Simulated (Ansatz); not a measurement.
# TaN (P1) in Ansatz: convergence with k mesh

Aim: find how far k mesh must go before the results for TaN settle, at r2SCAN. This setting moves, with any that are tied to it; all else stays.

All numbers are computed with Ansatz 0.2.0; they aren't measurements. Logs are shortened: lines on timing, memory, paths and dates and some standing lists are left out, and cuts for length are marked.

## Step 1: The cell of the first run

The typed cell holds 2 atoms: a = 2.938 Å, b = 2.938 Å, c = 2.883 Å, α = 90.00°, β = 90.00°, γ = 120.00°.

The cell isn't the ideal one: atoms moved at random, drawn with an rms of 0.05 Å.

## Step 2: With k mesh 3 × 3 × 3

The input, input.yaml:

```yaml
crystal:
  lattice:
    - [2.938, 0.0, 0.0]
    - [-1.469, 2.5443826363, 0.0]
    - [0.0, 0.0, 2.883]
  atoms:
    - { symbol: Ta, position: [0.011444, 0.008329, 0.483264] }
    - { symbol: "N", position: [0.652555, 0.338806, 0.005873] }
hamiltonian:
  xc: r2scan
  pseudopotentials: { kind: paw }
kpoints:
  mp_grid: { grid: [3, 3, 3] }
scf:
  occupations: { method: gaussian, width: 0.05 }
output:
  forces: true
  stress: true
  eigenvalues: true
```

Potentials or basis: Ansatz PAW.

The run is started by

```
> ansatz run input.yaml --threads 2 --pin off --max-ram 5632MiB --backend cpu --events-out ev --progress --plain --runs-dir out
```

Standard output:

```text
Warning: RAYON_NUM_THREADS=2 ignored (pool sized by the plan → 2); use --threads N
Engine: ansatz 0.2.0, x86_64-unknown-linux-gnu
Pseudopotentials: kind: paw
Pseudopotential: Ta, paw, valence charge 13, recommended cutoff 500 eV (meta_gga), Ta.paw.azcp
Pseudopotential: N, paw, valence charge 5, recommended cutoff 500 eV (meta_gga), N.paw.azcp
Functional definition: r2SCAN
  parameter k0 = 0.174
  parameter k1 = 0.065
  parameter a1 = 4.9479
  exchange = r2scan_x(k0 = k0, k1 = k1, a1 = a1)
  correlation = r2scan_c
Crystal: 2 atoms, lattice volume = 21.552 Å³
Basis set: ecut = 500 eV, 551 PW (Γ), exchange–correlation on 96×96×96 points (64 copies of the dense FFT grid, shifted against one another)
Bands: 13, of which v1, the nominal top of the filled ones, is band 9 counted from 1 (8 counted from 0)
Symmetry: 1 space group operations
Space group: P1 (ITA 1), of the structure as read, at distance tolerance 2.8e-5 Å
k-points: 14 of 27 (time reversal used)
Non-local potential: Ta, projectors of the file, l = 0: 3, l = 1: 2, l = 2: 2, l = 3: 1
Non-local potential: N, projectors of the file, l = 0: 2, l = 1: 2, l = 2: 1
PAW form: soft (Blöchl's): semilocal exchange-correlation on the pseudo side does not see the compensation charge
PAW frozen core: Ta, regenerated for the run's functional (the file was generated under x = pbe(κ = 0.804, μ = 0.2195149727645171), c = pbe(β = 0.06672455060314922))
PAW frozen core: N, regenerated for the run's functional (the file was generated under x = pbe(κ = 0.804, μ = 0.2195149727645171), c = pbe(β = 0.06672455060314922))
PAW one-centre angular grid: Ta, 590 points (default); XC on 160 Gauss nodes
PAW one-centre angular grid: N, 302 points (default); XC on 160 Gauss nodes
Initial density: superposition of atomic densities (neutral atoms: chi_scale 0, normalization atom), corrected by the library's trained network
Initial wavefunctions: pseudopotential atomic-orbital guess
Functional: x = r2scan, c = r2scan; τ floored in thin density (d = 2e-4 eV/Å³)
SCF iter   1: F=—  HF=-10331.328938 eV  |F-HF|=—  |Δ(HF+E_count)|=         —  Δρ=1.56e-2  dr2=2.87e-2  dr2_τ=1.33e-1  ethr=1.77e-3  ⟨swp⟩=6.3  Hψ=1031  notcnv=0
preconditioner: auto → none  [insulator: Δε(μ)=0.314 eV  Ē_g=11.604 eV  σ=0.050 eV  W_gap=1.00  n_scr=8 (ndim 8)  ℏωp=25.3 eV  f_vac=0.000  D(μ)=0.00/eV (n_scr^D=0)  ε∞_Penn≈5.8]
SCF iter   2: F=—  HF=-10331.428289 eV  |F-HF|=—  |Δ(HF+E_count)|=   9.94e-2  Δρ=8.52e-3  dr2=6.83e-3  dr2_τ=6.10e-4  ethr=1.59e-4  ⟨swp⟩=2.0  Hψ=420  notcnv=0
SCF iter   3: F=—  HF=-10331.431803 eV  |F-HF|=—  |Δ(HF+E_count)|=   3.51e-3  Δρ=8.46e-4  dr2=7.53e-5  dr2_τ=3.89e-5  ethr=3.79e-5  ⟨swp⟩=2.7  Hψ=330  notcnv=0
SCF iter   4: F=—  HF=-10331.431833 eV  |F-HF|=—  |Δ(HF+E_count)|=   2.94e-5  Δρ=3.38e-4  dr2=2.09e-5  dr2_τ=3.19e-6  ethr=4.18e-7  ⟨swp⟩=2.4  Hψ=298  notcnv=0
SCF iter   5: F=—  HF=-10331.431832 eV  |F-HF|=—  |Δ(HF+E_count)|=   4.58e-7  Δρ=2.20e-4  dr2=1.07e-5  dr2_τ=1.35e-6  ethr=1.16e-7  ⟨swp⟩=2.0  Hψ=252  notcnv=0
SCF iter   6: F=—  HF=-10331.431830 eV  |F-HF|=—  |Δ(HF+E_count)|=   1.70e-6  Δρ=7.83e-5  dr2=1.19e-6  dr2_τ=3.30e-8  ethr=5.95e-8  ⟨swp⟩=2.0  Hψ=232  notcnv=0
SCF iter   7: F=-10331.431830 eV  HF=-10331.431830 eV  |F-HF|=4.62e-8  |Δ(HF+E_count)|=   1.01e-7  Δρ=2.14e-5  dr2=8.45e-8  dr2_τ=2.39e-9  ethr=5.56e-10  ⟨swp⟩=3.6  Hψ=752  notcnv=0
SCF 1 converged in 7 iterations: F = -10331.431830 eV  dr2 = 8.45e-8
SCF converged after 7 iterations
Free energy (F): -10331.431830 eV
Harris-Foulkes:  -10331.431830 eV  (|F-HF|=4.62e-8)
Internal energy: -10331.431830 eV  (E = F + TS)
E sigma→0 (E₀):  -10331.431830 eV
Entropy (-TS):   -0.000000 eV (-0.000 meV/atom)
Fermi energy:    20.511058 eV
--- Per-component energies (eV) ---
  E_band       = -67.740549
  E_kinetic    = 502.391587
  E_local      = -606.308983  (includes V_loc(G=0)·N_el)
  E_nonlocal   = 59.426578
  E_hartree    = 205.163930
  E_xc         = -265.945525
  E_vxc        = -308.671714  (∫ρ·V_xc dr)
  E_paw        = -8552.287279  (= ΣΔE_a)
  E_vpaw       = -140.735807  (= ΣTr[D̂ρ^β])
  E_aug_tail   = 0.000095  (compensation charges beyond the density's cutoff)
  E_vtau       = 15.828346  (kinetic-family band-sum trace: ∫τ·v_τ [+ j·A + Jᵃ·Aᵃ] dr)
  E_ewald      = -1673.086389
  E_core_change = -0.785845  (= ΣΔE_core)
  E_smearing   = -0.000000  (= −TS)
  E_closure    = 0.000000  (closes the sum)
  Σ components = -10331.431830   (vs F -10331.431830, Δ=0.00e0)
--- Forces (eV/Å), atoms counted from 1 ---
  atom   1  Ta    -0.65464824     0.11092525     0.65635072
  atom   2  N      0.65463765    -0.11091978    -0.65631080
  max |Σ_I F_I| component: 3.99e-5 eV/Å
--- Stress (GPa, compression-positive) ---
        8.460301       9.155155      -1.296072
        9.155158       1.072798      -0.157287
       -1.296073      -0.157282       4.477553
  P = ⅓ Tr σ = 4.6702 GPa (46.702 kbar)
--- Band table (eV; the first three rows and the last of 14) ---
  k-point 0: bands = ["-50.1861", "-15.9415", "-15.5836", "-15.5531", "1.4566", "15.2758", "15.3925", "15.7770", "17.2858", "22.5284", "23.6603", "24.2436", "24.4428"]
  k-point 1: bands = ["-50.1460", "-16.6632", "-15.5194", "-15.4936", "3.2494", "11.7508", "15.7924", "16.2463", "20.3369", "20.6852", "21.2579", "24.0467", "25.0101"]
  k-point 2: bands = ["-50.1247", "-16.3793", "-15.8325", "-15.7591", "3.0972", "12.3031", "15.2445", "16.2462", "17.3019", "22.8764", "23.5994", "24.9029", "25.6894"]
  k-point 13: bands = ["-50.0862", "-16.4884", "-16.2578", "-15.6776", "3.5334", "12.2680", "14.4616", "14.9617", "18.8499", "22.9427", "23.4082", "25.4093", "27.0327"]
```

Run time: 3.1 s. Hardware: 2 threads of Intel Xeon at 2.50GHz (Skylake/Cascade Lake), shared host; peak memory 0.35 GiB.

Results:

| Quantity | Value |
| --- | --- |
| Free energy | -10331.4318 eV |
| Pressure | 4.7 GPa |
| Largest force | 0.934 eV/Å |
| Band gap on the k mesh | 0.35 eV, direct |

## Step 3: With k mesh 4 × 4 × 4

input.yaml, as its differences from that of step 2:

```diff
@@ -12,3 +12,3 @@
 kpoints:
-  mp_grid: { grid: [3, 3, 3] }
+  mp_grid: { grid: [4, 4, 4] }
 scf:
```

Potentials or basis: Ansatz PAW.

The run is started by

```
> ansatz run input.yaml --threads 2 --pin off --max-ram 5632MiB --backend cpu --events-out ev --progress --plain --runs-dir out
```

Run time: 3.5 s. Hardware: 2 threads of Intel Xeon at 2.50GHz (Skylake/Cascade Lake), shared host; peak memory 0.36 GiB.

What came out:

```yaml
Free_energy: -10331.6760 eV
Pressure: 2.1 GPa
Largest_force: 1.323 eV/Å
Band_gap_on_the_k_mesh: 0.07 eV, direct
```

## Step 4: With k mesh 5 × 5 × 4

input.yaml, as its differences from that of step 3:

```diff
@@ -12,3 +12,3 @@
 kpoints:
-  mp_grid: { grid: [4, 4, 4] }
+  mp_grid: { grid: [5, 5, 4] }
 scf:
```

The run is started by

```
> ansatz run input.yaml --threads 2 --pin off --max-ram 5632MiB --backend cpu --events-out ev --progress --plain --runs-dir out
```

Wall time 4.7 s (2 threads of Intel Xeon at 2.50GHz (Skylake/Cascade Lake), shared host); peak memory 0.38 GiB.

Results:

```
Free energy            : -10331.7226 eV
Pressure               : 1.6 GPa
Largest force          : 1.363 eV/Å
Band gap on the k mesh : 0.06 eV, direct
```

## Step 5: With k mesh 6 × 6 × 5

input.yaml, as its differences from that of step 4:

```diff
@@ -12,3 +12,3 @@
 kpoints:
-  mp_grid: { grid: [5, 5, 4] }
+  mp_grid: { grid: [6, 6, 5] }
 scf:
```

The run is started by

```
> ansatz run input.yaml --threads 2 --pin off --max-ram 5632MiB --backend cpu --events-out ev --progress --plain --runs-dir out
```

Run time: 8 s. Hardware: 2 threads of Intel Xeon at 2.50GHz (Skylake/Cascade Lake), shared host; peak memory 0.4 GiB.

Results:

```yaml
Free_energy: -10331.7421 eV
Pressure: 1.4 GPa
Largest_force: 1.351 eV/Å
Band_gap_on_the_k_mesh: 0.15 eV, direct
```

## Step 6: With k mesh 8 × 8 × 7

input.yaml, as its differences from that of step 5:

```diff
@@ -12,3 +12,3 @@
 kpoints:
-  mp_grid: { grid: [6, 6, 5] }
+  mp_grid: { grid: [8, 8, 7] }
 scf:
```

Potentials or basis: Ansatz PAW.

The run is started by

```
> ansatz run input.yaml --threads 2 --pin off --max-ram 5632MiB --backend cpu --events-out ev --progress --plain --runs-dir out
```

Run time: 13 s. Hardware: 2 threads of Intel Xeon at 2.50GHz (Skylake/Cascade Lake), shared host; peak memory 0.46 GiB.

Results (log left out):

| Item | Value |
| --- | --- |
| Free energy | -10331.7372 eV |
| Pressure | 1.4 GPa |
| Largest force | 1.372 eV/Å |
| Band gap on the k mesh | none (metal or under the smearing width) |

## Step 7: With k mesh 9 × 9 × 8

input.yaml, as its differences from that of step 6:

```diff
@@ -12,3 +12,3 @@
 kpoints:
-  mp_grid: { grid: [8, 8, 7] }
+  mp_grid: { grid: [9, 9, 8] }
 scf:
```

The run is started by

```
> ansatz run input.yaml --threads 2 --pin off --max-ram 5632MiB --backend cpu --events-out ev --progress --plain --runs-dir out
```

Wall time 17 s (2 threads of Intel Xeon at 2.50GHz (Skylake/Cascade Lake), shared host); peak memory 0.5 GiB.

It converged, with:

- Free energy: -10331.7390 eV
- Pressure: 1.4 GPa
- Largest force: 1.369 eV/Å
- Band gap on the k mesh: none (metal or under the smearing width)

## Step 8: With k mesh 12 × 12 × 10

input.yaml, as its differences from that of step 7:

```diff
@@ -12,3 +12,3 @@
 kpoints:
-  mp_grid: { grid: [9, 9, 8] }
+  mp_grid: { grid: [12, 12, 10] }
 scf:
```

The run is started by

```
> ansatz run input.yaml --threads 2 --pin off --max-ram 5632MiB --backend cpu --events-out ev --progress --plain --runs-dir out
```

Wall time 39 s (2 threads of Intel Xeon at 2.50GHz (Skylake/Cascade Lake), shared host); peak memory 0.66 GiB.

It converged, with:

| Property | Result |
| --- | --- |
| Free energy | -10331.7388 eV |
| Pressure | 1.4 GPa |
| Largest force | 1.370 eV/Å |
| Band gap on the k mesh | none (metal or under the smearing width) |

## Step 9: With k mesh 14 × 14 × 13

input.yaml, as its differences from that of step 8:

```diff
@@ -12,3 +12,3 @@
 kpoints:
-  mp_grid: { grid: [12, 12, 10] }
+  mp_grid: { grid: [14, 14, 13] }
 scf:
```

Potentials or basis: Ansatz PAW.

The run is started by

```
> ansatz run input.yaml --threads 2 --pin off --max-ram 5632MiB --backend cpu --events-out ev --progress --plain --runs-dir out
```

It took 65 s on 2 threads of Intel Xeon at 2.50GHz (Skylake/Cascade Lake), shared host; peak memory 0.87 GiB.

Results (log left out):

```yaml
Free_energy: -10331.7389 eV
Pressure: 1.4 GPa
Largest_force: 1.369 eV/Å
Band_gap_on_the_k_mesh: none (metal or under the smearing width)
```

## Step 10: With k mesh 17 × 17 × 15

input.yaml, as its differences from that of step 9:

```diff
@@ -12,3 +12,3 @@
 kpoints:
-  mp_grid: { grid: [14, 14, 13] }
+  mp_grid: { grid: [17, 17, 15] }
 scf:
```

The run is started by

```
> ansatz run input.yaml --threads 2 --pin off --max-ram 5632MiB --backend cpu --events-out ev --progress --plain --runs-dir out
```

It took 96 s on 2 threads of Intel Xeon at 2.50GHz (Skylake/Cascade Lake), shared host; peak memory 1.2 GiB.

It converged, with:

```yaml
Free_energy: -10331.7387 eV
Pressure: 1.4 GPa
Largest_force: 1.367 eV/Å
Band_gap_on_the_k_mesh: none (metal or under the smearing width)
```

## Step 11: The series at a glance

```
      k mesh  energy less the tightest run, at zero smearing (meV/atom)  pressure (GPa)  largest force (eV/Å)  gap on the mesh (eV)  SCF cycles  CPU time (s)  peak memory (GiB)
   3 × 3 × 3                                                     153.45            4.67                 0.934                 0.348           7           5.1               0.35
   4 × 4 × 4                                                      31.49            2.08                 1.323                 0.069           7           6.3               0.36
   5 × 5 × 4                                                       8.16            1.59                 1.363                 0.065           7           8.3               0.38
   6 × 6 × 5                                                      -1.67            1.36                 1.351                 0.149           7            12                0.4
   8 × 8 × 7                                                       0.79            1.41                 1.372                 0.000           7            24               0.46
   9 × 9 × 8                                                      -0.13            1.39                 1.369                 0.000           7            32                0.5
12 × 12 × 10                                                      -0.02            1.39                 1.370                 0.000           7            71               0.66
14 × 14 × 13                                                      -0.07            1.39                 1.369                 0.000           7           120               0.87
17 × 17 × 15                                                       0.00            1.39                 1.367                 0.000           7           190                1.2
```

Against the tightest run, the energy stays within 1 meV/atom from 8 × 8 × 7 on; the pressure stays within 0.1 GPa from 6 × 6 × 5 on; the largest force stays within 0.005 eV/Å from 8 × 8 × 7 on; the gap on the mesh stays within 0.01 eV from 8 × 8 × 7 on. Meshes of other sizes hit other points, so gaps and Fermi surfaces needn't settle smoothly. The tightest run that finished is the yardstick and may itself not be fully converged.

Caveats: the PAW data sets come from PBE, with cores solved anew for the run's functional, which leaves a small shift of forces and pressure.
